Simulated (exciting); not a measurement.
Here is an exciting (release sodium) calculation.

File input.xml:

```xml
<input>
  <title>Hf</title>
  <structure speciespath="./" tshift="false">
    <crystal scale="1">
      <basevect>6.040887502591 0.000000000000 0.000000000000</basevect>
      <basevect>-3.020443751296 5.231562038690 0.000000000000</basevect>
      <basevect>0.000000000000 0.000000000000 9.557856793132</basevect>
    </crystal>
    <species speciesfile="Hf.xml" rmt="2.3">
      <atom coord="0.666666666700 0.333333333300 0.750000000000"/>
      <atom coord="0.333333333300 0.666666666700 0.250000000000"/>
    </species>
  </structure>
  <groundstate do="fromscratch" ngridk="10 10 5" rgkmax="9" gmaxvr="14" lmaxapw="10" lmaxmat="10" lmaxvr="8" xctype="LDA_PW" stype="Fermi Dirac" swidth="0.00183747" nempty="18" ValenceRelativity="iora*" epsengy="1e-05" epspot="1e-05" maxscl="60" outputlevel="low"/>
  <properties>
    <bandstructure>
      <plot1d>
        <path steps="80">
          <point coord="0 0 0" label="G"/>
          <point coord="0.5 0 0" label="M"/>
          <point coord="0.3333333333 0.3333333333 0" label="K"/>
          <point coord="0 0 0" label="G"/>
          <point coord="0 0 0.5" label="A"/>
          <point coord="0.5 0 0.5" label="L"/>
          <point coord="0.3333333333 0.3333333333 0.5" label="H"/>
          <point coord="0 0 0.5" label="A" breakafter="true"/>
          <point coord="0.5 0 0.5" label="L"/>
          <point coord="0.5 0 0" label="M" breakafter="true"/>
          <point coord="0.3333333333 0.3333333333 0" label="K"/>
          <point coord="0.3333333333 0.3333333333 0.5" label="H"/>
        </path>
      </plot1d>
    </bandstructure>
  </properties>
</input>
```

Potentials or basis: all-electron LAPW+lo, shipped species files, valence relativity iora*.

Launch:

```bash
$ OMP_NUM_THREADS=1 exciting_smp
```

Q: What does it give for the band gap on the k mesh?

A: None (metal or under the smearing width).

Levels at the corners of the path, in eV from the Fermi level:
```csv
point,band 22,band 23,band 24,band 25,band 26,band 27,band 28,band 29,band 30,band 31
Γ,-11.81,-7.33,-3.70,0.79,1.13,1.13,1.40,1.94,1.94,2.56
M,-11.83,-3.33,-2.74,-2.21,-0.71,0.73,0.88,1.66,5.81,6.32
K,-11.83,-2.12,-1.76,-1.76,-1.37,0.36,0.36,2.03,5.15,5.15
Γ,-11.81,-7.33,-3.70,0.79,1.13,1.13,1.40,1.94,1.94,2.56
A,-11.81,-5.35,-5.35,0.16,0.16,1.01,1.01,1.01,1.01,4.71
L,-11.83,-3.39,-3.39,-0.99,-0.99,1.28,1.28,2.60,2.60,6.05
H,-11.83,-1.77,-1.77,-1.41,-1.41,-0.14,-0.14,2.47,2.47,5.01
A,-11.81,-5.35,-5.35,0.16,0.16,1.01,1.01,1.01,1.01,4.71
L,-11.83,-3.39,-3.39,-0.99,-0.99,1.28,1.28,2.60,2.60,6.05
M,-11.83,-3.33,-2.74,-2.21,-0.71,0.73,0.88,1.66,5.81,6.32
K,-11.83,-2.12,-1.76,-1.76,-1.37,0.36,0.36,2.03,5.15,5.15
H,-11.83,-1.77,-1.77,-1.41,-1.41,-0.14,-0.14,2.47,2.47,5.01
```

Caveat: the log's total energy holds no entropy term; the free energy is that total less TS from the occupations; spin-orbit coupling is left out, which moves the levels of the heavy elements.
